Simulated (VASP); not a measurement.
Crystal: TaS2.

```
Ta S
1.0
     3.35000    0.00000    0.00000
    -1.67500    2.90119    0.00000
     0.00000    0.00000    5.86000
Ta S
1 2
Cartesian
  0.0000 0.0000 0.0000
  1.6750 0.9671 4.3950
  0.0000 1.9341 1.4650
```

| Item | Value |
| --- | --- |
| Program | VASP 6.6.1 |
| Task | relaxation of cell and atoms |
| Functional | PBE |
| Potentials or basis | VASP PAW PBE potentials, release 64 (Ta_pv, S) |
| Cutoff | 600 eV |
| k mesh | 9 × 9 × 5 |
| Occupations | fermi-dirac, width 0.05 eV |
| Spin | no spin polarisation |

At the start: pressure 9.2 GPa; volume 18.98 Å³/atom.

How do energy, volume and symmetry change on relaxing?

Over 26 steps the energy falls by 48.3 meV/atom and the volume is 21.96 Å³/atom (+15.7 %); space group P-3m1 (No. 164, to 0.05 Å).

Step by step:
```
step  energy change (eV)  largest force (eV/Å)  pressure (GPa)  volume (Å³)
   1              0.0000                1.2421            9.19        56.95
   2              0.2436                1.9107          -12.49        66.39
   3             -0.1157                0.0929           -0.57        60.14
   4             -0.1159                0.0471           -0.25        60.01
   5             -0.1159                0.0244           -0.09        59.95
   6             -0.1222                0.0850            0.13        59.87
   7             -0.1241                0.1459            0.34        59.78
   8             -0.1268                0.1478            0.20        60.13
   9             -0.1333                0.1518           -0.19        61.20
  10             -0.1402                0.1507           -0.78        63.34
  11             -0.1421                0.0302           -0.01        63.29
  12             -0.1422                0.0095            0.24        63.28
  13             -0.1425                0.0137            0.27        63.38
  14             -0.1431                0.0273            0.35        63.69
  15             -0.1437                0.0568            0.53        64.31
  16             -0.1441                0.0266            0.32        64.53
  17             -0.1444                0.0310           -0.08        64.95
  18             -0.1445                0.0303           -0.08        65.00
  19             -0.1446                0.0279           -0.10        65.17
  20             -0.1447                0.0225           -0.15        65.51
  21             -0.1447                0.0102           -0.22        66.18
  22             -0.1447                0.0163           -0.18        65.81
  23             -0.1448                0.0196            0.06        65.84
  24             -0.1448                0.0127            0.02        65.83
  25             -0.1448                0.0073            0.02        65.85
  26             -0.1448                0.0003            0.03        65.88
```

Final structure:
```
Ta S
1.0
     3.37637    0.00000    0.00000
    -1.68818    2.92402    0.00000
     0.00000    0.00000    6.67273
Ta S
1 2
Direct
  0.00000 0.00000 0.00000
  0.66667 0.33333 0.76995
  0.33333 0.66667 0.23005
```

Caveat: the volume moved by over 15 % at a fixed basis, so the end points are rough; this functional lacks dispersion, which binds the layers, so the pressure and a relaxed spacing across them are unreliable, and here the layers came unbound; the volume moved by +16 % from the deposited cell, more than functionals usually miss.
